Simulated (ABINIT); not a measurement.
## SiC (F-43m): G0W0 with ABINIT, start to end

Wanted: ground state, empty states, screening and self-energy for SiC (F-43m).

Main program and level: ABINIT 10.8.3; PBE and many-body steps on it, plane waves.

**Experimental background.**

- Gap 2.39 eV: band gap at cryogenic temperature; bulk crystal (literature value) (quoted in “Silicon carbide diodes for neutron detection”, 2020, arxiv:2009.14696).

- Gap 2.4 eV: Tauc optical (indirect) gap of annealed polycrystalline 3C-SiC; UV-VIS spectroscopic ellipsometry, Tauc analysis; film (CVD ultrathin polycrystalline film, annealed, about 5 nm grains) (“On-Demand CMOS-Compatible Fabrication of Ultrathin Self-Aligned SiC Nanowire Arrays”, 2018, pmc:6267454).

## Step 1: The starting structure

The structure is cubic, space group F-43m (No. 216). Conventional cell: a = 4.358 Å, b = 4.358 Å, c = 4.358 Å, α = 90.00°, β = 90.00°, γ = 90.00°. Nearest to Si lie 4 C at 1.89 Å. Nearest to C lie 4 Si at 1.89 Å. Farther neighbours are not listed.

The cell and positions come from the Crystallography Open Database and are kept as given unless a step says otherwise.

## Step 2: Ground state

This step: ABINIT 10.8.3; DFT, PBE, plane waves, norm-conserving pseudopotentials.

The ground-state density comes first.

Input file run.abi:

```
acell 3*1.0 Angstrom
rprim 
  -0.000000000000 2.179000000000 2.179000000000
  2.179000000000 0.000000000000 2.179000000000
  2.179000000000 2.179000000000 -0.000000000000
ntypat 2
znucl 14 6
natom 2
typat 1 2
xred 
  0.000000000000 0.000000000000 0.000000000000
  0.250000000000 0.250000000000 0.250000000000
pp_dirpath "pseudos"
pseudos "Si.upf, C.upf"
ecut 37
ngkpt 8 8 8
nshiftk 1
shiftk 0 0 0
kptopt 1
chksymbreak 0
nband 9
occopt 1
tolvrs 1e-10
nstep 60
prtwf 0
optforces 0
optstress 0
indata_prefix "in"
outdata_prefix "out"
tmpdata_prefix "tmp"
```

Launch:

```
$ OMP_NUM_THREADS=1 mpirun -n 4 abinit run.abi > log
```

Numbers of over 12 decimals in the logs are rounded to 6 here.

What it wrote:

```text
.Version 10.8.3 of ABINIT. v10.8.2 released Aug 2026.

 Symmetries : space group F-4 3 m (#216); Bravais cF (face-center cubic)
================================================================================
 Values of the parameters that define the memory need of the present run
     intxc =       0    ionmov =       0      iscf =       7    lmnmax =       6
     lnmax =       6     mgfft =      32  mpssoang =       3    mqgrid =    3001
     natom =       2  nloc_mem =       1    nspden =       1   nspinor =       1
    nsppol =       1      nsym =      24    n1xccc =    2501    ntypat =       2
    occopt =       1   xclevel =       2
-    mband =           9        mffmem =           1         mkmem =           8
       mpw =        1514          nfft =       32768          nkpt =          29
================================================================================
  Rough estimation (10% accuracy) of disk space for files :
================================================================================

--------------------------------------------------------------------------------
------------- Echo of variables that govern the present computation ------------
--------------------------------------------------------------------------------
 -outvars: echo values of preprocessed input variables --------
            acell      1.8897261259E+00  1.8897261259E+00  1.8897261259E+00 Bohr

      chksymbreak           0
             ecut      3.70000000E+01 Hartree
-          fftalg         312

              ixc     -101130
              kpt      0.00000000E+00  0.00000000E+00  0.00000000E+00
                       1.25000000E-01  0.00000000E+00  0.00000000E+00
                       2.50000000E-01  0.00000000E+00  0.00000000E+00
                       3.75000000E-01  0.00000000E+00  0.00000000E+00
                       5.00000000E-01  0.00000000E+00  0.00000000E+00
                       1.25000000E-01  1.25000000E-01  0.00000000E+00
                       2.50000000E-01  1.25000000E-01  0.00000000E+00
                       3.75000000E-01  1.25000000E-01  0.00000000E+00
                       5.00000000E-01  1.25000000E-01  0.00000000E+00
   [... 18 further rows ...]
                      -3.75000000E-01  5.00000000E-01  1.25000000E-01
                      -2.50000000E-01  5.00000000E-01  2.50000000E-01
         kptrlatt        8    0    0      0    8    0      0    0    8
          kptrlen      4.65866071E+01
P           mkmem           8
            natom           2
            nband           9
            ngfft          32      32      32
             nkpt          29
            nstep          60
             nsym          24
           ntypat           2
              occ      2.000000  2.000000  2.000000  2.000000  0.000000  0.000000
[...]
optforces           0
        optstress           0
            prtwf           0
            rprim     -0.0000000000E+00  2.1790000000E+00  2.1790000000E+00
[...]
spgroup         216

           tolvrs      1.00000000E-10

             xred      0.0000000000E+00  0.0000000000E+00  0.0000000000E+00
[...]
znucl       14.00000    6.00000

================================================================================

 chkinp: Checking input parameters for consistency.

================================================================================
== DATASET  1 ==================================================================
-   mpi_nproc: 4, omp_nthreads: 1 (-1 if OMP is not activated)

--- !DatasetInfo
iteration_state: {dtset: 1, }
dimensions: {natom: 2, nkpt: 29, mband: 9, nsppol: 1, nspinor: 1, nspden: 1, mpw: 1514, }
cutoff_energies: {ecut:  37.0, pawecutdg:  -1.0, }
electrons: {nelect:   8.00000000E+00, charge:   0.00000000E+00, occopt:   1.00000000E+00, tsmear:   1.00000000E-02, }

 Real(R)+Recip(G) space primitive vectors, cartesian coordinates (Bohr,Bohr^-1):
 R(1)=  0.0000000  4.1177132  4.1177132  G(1)= -0.1214266  0.1214266  0.1214266
 R(2)=  4.1177132  0.0000000  4.1177132  G(2)=  0.1214266 -0.1214266  0.1214266
 R(3)=  4.1177132  4.1177132  0.0000000  G(3)=  0.1214266  0.1214266 -0.1214266
 Unit cell volume ucvol=  1.3963629E+02 bohr^3
 Angles (23,13,12)=  6.00000000E+01  6.00000000E+01  6.00000000E+01 degrees

 getcut: wavevector=  0.0000  0.0000  0.0000  ngfft=  32  32  32
         ecut(hartree)=     37.000   => boxcut(ratio)=   2.00684

--- Pseudopotential description ------------------------------------------------
- Si Generated using ONCVPSP code by D. R. Hamann
- 14.00000   4.00000  171031                  znucl, zion, pspdat
12 -101130 2 -1 1510                          pspcod,pspxc,lmax,lloc,mmax
     nproj     2     2     2
  pspatm : epsatm=    9.34321561
         --- l  ekb(1:nproj) -->
[...]
pspatm: atomic psp has been read  and splines computed

- C Generated using ONCVPSP code by D. R. Hamann
-  6.00000   4.00000  171031                  znucl, zion, pspdat
12 -101130 1 -1 1248                          pspcod,pspxc,lmax,lloc,mmax
     nproj     2     2     0
  pspatm : epsatm=    4.31346680
         --- l  ekb(1:nproj) -->
[...]
1   -4.199961   -0.877517
 pspatm: atomic psp has been read  and splines computed

   1.09253459E+02                                ecore*ucvol(ha*bohr**3)
--------------------------------------------------------------------------------

_setup2: Arith. and geom. avg. npw (full set) are    1500.803    1500.779

================================================================================

--- !BeginCycle
iteration_state: {dtset: 1, }
solver: {iscf: 7, nstep: 60, nline: 4, wfoptalg: 0, }
tolerances: {tolvrs: 1.00E-10, }

     iter   Etot(hartree)      deltaE(h)  residm     vres2
 ETOT  1  -10.168909568532    -1.017E+01 1.492E-01 3.560E+02
 ETOT  2  -10.231491617092    -6.258E-02 4.611E-03 1.493E+02
 ETOT  3  -10.269767516249    -3.828E-02 1.428E-01 1.358E-01
 ETOT  4  -10.269786963279    -1.945E-05 4.462E-02 3.686E-03
 ETOT  5  -10.269787210627    -2.473E-07 7.191E-05 1.612E-04
 ETOT  6  -10.269787226936    -1.631E-08 1.202E-03 9.974E-07
 ETOT  7  -10.269787227057    -1.216E-10 5.882E-03 9.720E-09
 ETOT  8  -10.269787227058    -9.504E-13 2.099E-03 2.203E-10
 ETOT  9  -10.269787227058    -7.994E-14 3.861E-03 3.480E-12

 At SCF step    9       vres2   =  3.48E-12 < tolvrs=  1.00E-10 =>converged.

--- !ResultsGS
iteration_state: {dtset: 1, }
comment   : Summary of ground state results
lattice_vectors:
- [ -0.0000000,   4.1177132,   4.1177132, ]
- [  4.1177132,   0.0000000,   4.1177132, ]
- [  4.1177132,   4.1177132,  -0.0000000, ]
lattice_lengths: [   5.82333,    5.82333,    5.82333, ]
lattice_angles: [ 60.000,  60.000,  60.000, ] # degrees, (23, 13, 12)
lattice_volume:   1.3963629E+02
convergence: {deltae: -7.994E-14, res2:  3.480E-12, residm:  3.861E-03, diffor:  0.000E+00, }
etotal    :  -1.02697872E+01
entropy   :   0.00000000E+00
fermie    :   2.51183540E-01
cartesian_stress_tensor: null
pressure_GPa: null
xred      :
- [  0.0000E+00,   0.0000E+00,   0.0000E+00, Si]
- [  2.5000E-01,   2.5000E-01,   2.5000E-01,  C]
cartesian_forces: null
force_length_stats: {min: null, max: null, mean: null, }

 Integrated electronic density in atomic spheres:
 ------------------------------------------------
 Atom  Sphere_radius  Integrated_density
    1        2.00000          1.92719290
    2        2.00000          4.23371404
================================================================================

 ----iterations are completed or convergence reached----

 Mean square residual over all n,k,spin=   14.795E-06; max=  38.608E-04
 reduced coordinates (array xred) for    2 atoms
       0.000000000000      0.000000000000      0.000000000000
       0.250000000000      0.250000000000      0.250000000000
 rms dE/dt=  0.0000E+00; max dE/dt=  0.0000E+00; dE/dt below (all hartree)
    1       0.000000000000      0.000000000000      0.000000000000
    2       0.000000000000      0.000000000000      0.000000000000

 cartesian coordinates (angstrom) at end:
    1      0.000000     0.000000     0.000000
    2      1.089500     1.089500     1.089500
 length scales=  1.889726125908  1.889726125908  1.889726125908 bohr
              =  1.000000000000  1.000000000000  1.000000000000 angstroms
 prteigrs : about to open file out_EIG
 Fermi (or HOMO) energy (hartree) =   0.25118   Average Vxc (hartree)=  -0.41495
 Eigenvalues (hartree) for nkpt=  29  k points:
 kpt#   1, nband=  9, wtk=  0.00195, kpt=  0.0000  0.0000  0.0000 (reduced coord)
  -0.31511    0.25118    0.25118    0.25118    0.47989    0.51987    0.51987    0.51987
   0.78510
 prteigrs : prtvol=0 or 1, do not print more k-points.

--- !EnergyTerms
iteration_state     : {dtset: 1, }
comment             : Components of total free energy in Hartree
kinetic             :  5.89032805913900E+00
hartree             :  1.16700143504615E+00
xc                  : -3.77898474893224E+00
Ewald energy        : -1.04656108775139E+01
psp_core            :  7.82414532507906E-01
local_psp           : -4.12559242220301E+00
non_local_psp       :  2.60656794897947E-01
total_energy        : -1.02697872270581E+01
total_energy_eV     : -2.79455146899521E+02
band_energy         :  2.75566795094551E-01

== END DATASET(S) ==============================================================
================================================================================

 -outvars: echo values of variables after computation  --------
           etotal     -1.0269787227E+01
            nband           9
             nkpt          29
          spgroup         216
 [... the other variables as echoed above ...]

 Calculation completed.
```

Wall time 3.7 s (4 MPI ranks of AMD EPYC 7R13 (Zen 3), shared host); peak memory 0.29 GiB; 14 s of CPU time.

Numbers from this step:

* total energy: -279.4551 eV
* gap: 1.361 eV
* k of the valence top: 0, 0, 0
* k of the conduction bottom: 0.5, 0.5, 0
* least direct gap: 4.553 eV

The gap is indirect, with the least direct gap 3.19 eV higher.

[end of part 1 of 3]

[Paths, hosts, dates, memory and timing lines, banners, echoed tables and standing remarks are left out of the program output.]

[Logs are printed without paths, hosts, clocks, repeated set-up lines and the standing remarks that a program may print on its own settings, such as how far it seeks lower states.]

[Runs of the session that timed out or met a known fault of the program may be left out.]

[Hosts, paths, dates, database ids (printed as entryN), source tags and the programs' standing remarks are cut or masked in the printed files.]

[G0W0 gaps are taken among the corrected bands and points alone; a level outside them can change the order at an edge.]

[Where Ansatz stands beside ABINIT at settings called matched, ABINIT's density can come from a denser mesh and the files from another edition; pairs whose starting gaps differed by over 0.03 eV were left out, so agreement reads better than it is.]
